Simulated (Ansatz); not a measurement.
## Lu across functionals

```
CELL_PARAMETERS angstrom
-1.94997 1.94997 1.94997
1.94997 -1.94997 1.94997
1.94997 1.94997 -1.94997
ATOMIC_POSITIONS crystal
Lu 0.00000 0.00000 0.00000
```

The structure comes from a relaxation in the same program, started in the bcc type, and has space group Im-3m. Whether it is a known phase or the ground state wasn't checked.

No spin–orbit coupling, which matters for the heavy atoms here.

One fixed cell is solved with several functionals by PAW with the default files in Ansatz 0.2.0, scalar-relativistically. A positive pressure means that the functional wants a larger cell.

The PAW files were made with PBE; their cores are remade for each functional.

Numerical set-up: a Γ-centred 15×15×15 k mesh, Fermi–Dirac smearing of 0.08 eV, cutoff 420 eV, no spin polarisation.

Cutoffs: PBE 420 eV, LDA 420 eV, PBEsol 420 eV, r²SCAN 500 eV.

Problem. Order the settings by the pressure that they give at this fixed cell, lowest first.
A. PBEsol
B. r²SCAN
C. LDA
D. PBE

Solution. C (-5.07 GPa), A (-2.50 GPa), B (-0.13 GPa), D (-0.01 GPa).

```json
{"setting": "PBE", "P (GPa)": "-0.01", "lowest level at Γ above −25 eV, from the valence-band top or, without a gap, the Fermi level (eV)": "-6.12"}
{"setting": "LDA", "P (GPa)": "-5.07", "lowest level at Γ above −25 eV, from the valence-band top or, without a gap, the Fermi level (eV)": "-6.11"}
{"setting": "PBEsol", "P (GPa)": "-2.50", "lowest level at Γ above −25 eV, from the valence-band top or, without a gap, the Fermi level (eV)": "-6.13"}
{"setting": "r²SCAN", "P (GPa)": "-0.13", "lowest level at Γ above −25 eV, from the valence-band top or, without a gap, the Fermi level (eV)": "-6.37"}
```
